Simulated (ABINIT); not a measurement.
Write the native input for ABINIT 10.8.3 (patched build) that does the following.

```yaml
Task: equation of state
Functional: RPBE
Potentials_or_basis: JTH PAW PBE v2.0
Cutoff: 544 eV
k_mesh: 8 × 8 × 8
Occupations: fermi-dirac, width 0.05 eV
Spin: no spin polarisation
Fine-grid_cutoff: 1088.46 eV
Exchange_and_correlation_inside_the_PAW_spheres: full angular mesh (pawxcdev 0, this build's default; the released program takes 1)
```

InP:

```
In P
1.0
     0.00000    2.93050    2.93050
     2.93050    0.00000    2.93050
     2.93050    2.93050    0.00000
In P
1 1
Cartesian
  0.0000 0.0000 0.0000
  4.3957 4.3957 4.3957
```

One way to write it, as run:

run.abi

```
# Datasets: one volume each
ndtset 7
getwfk -1
scalecart1 3*0.9795861087
scalecart2 3*0.9864848297
scalecart3 3*0.9932883884
scalecart4 3*1.0000000000
scalecart5 3*1.0066227096
scalecart6 3*1.0131594038
scalecart7 3*1.0196128224

# Pseudopotentials
pp_dirpath "./"
pseudos "In.GGA_PBE-JTH.xml, P.GGA_PBE-JTH.xml"

# Structure
acell 4.1443528445 4.1443528445 4.1443528445 Angstrom
rprim
     0.0000000000     0.7071067812     0.7071067812
     0.7071067812     0.0000000000     0.7071067812
     0.7071067812     0.7071067812     0.0000000000
ntypat 2
znucl 49 15
natom 2
typat 1 2
xred
     0.0000000000     0.0000000000     0.0000000000
     0.7500000000     0.7500000000     0.7500000000

# Plane-wave basis
ecut 20.0
pawecutdg 40.0

# k points
kptopt 1
ngkpt 8 8 8
nshiftk 1
shiftk 0.0 0.0 0.0

# Exchange and correlation
ixc 15

# Bands and occupations
nband 13
occopt 3
tsmear 0.05 eV

# SCF cycle
nstep 100
tolvrs 1.0e-9

# Output
iomode 3
prtwf 1
prtden 0
prteig 0
prtebands 0
enunit 1
```

Potentials or basis: JTH PAW PBE v2.0.

The run is started by

```sh
$ abinit run.abi > log 2>&1
```

It gave:

```
Equilibrium volume : 27.25 Å³/atom (rough: see the caveat)
Bulk modulus       : 54 GPa (rough)
```

Caveat: the cutoff is too short for stress, so the log's stress isn't used; pressures at fixed basis lie under the slope of the energies; the minimum lies outside the volumes run; the PAW data sets were made with another functional, which shifts forces and pressure a little.

It took 93 s on 1 thread of Arm Neoverse V2 (shared host), peak memory 0.15 GiB.
